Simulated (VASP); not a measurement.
**Al2Pt: equation of state with r2SCAN**

Al2Pt:

```
Pt Al
1.0
     0.00000    2.95023    2.95023
     2.95023    0.00000    2.95023
     2.95023    2.95023    0.00000
Pt Al
1 2
Direct
  0.00000 0.00000 0.00000
  0.75000 0.75000 0.75000
  0.25000 0.25000 0.25000
```

| Quantity | Value |
| --- | --- |
| Program | VASP 6.6.1 |
| Task | equation of state |
| Functional | r2SCAN |
| Potentials or basis | VASP PAW PBE potentials, release 64 (Pt, Al) |
| Cutoff | 520 eV |
| k mesh | 8 × 8 × 8 |
| Occupations | fermi-dirac, width 0.05 eV |
| Spin | no spin polarisation |

```yaml
Equilibrium_volume: 17.12 Å³/atom
Bulk_modulus: 143 GPa
Pressure_derivative_of_the_bulk_modulus: "4.4 (rough: it moves with the points fitted)"
```

Energy against volume, from the lowest point:
| volume (Å³/atom) | energy (meV/atom) |
| --- | --- |
| 16.434 | 13.25 |
| 16.777 | 3.22 |
| 17.119 | 0.00 |
| 17.461 | 2.90 |
| 17.804 | 11.29 |

All runs of the series together: 2.9 min on 1 thread of Intel(R) Xeon(R) Platinum 8488C (Sapphire Rapids) (shared host).

Caveat: the PAW data sets were made with another functional, which shifts forces and pressure a little. The run has no spin-orbit coupling, so splittings on Pt are missing.
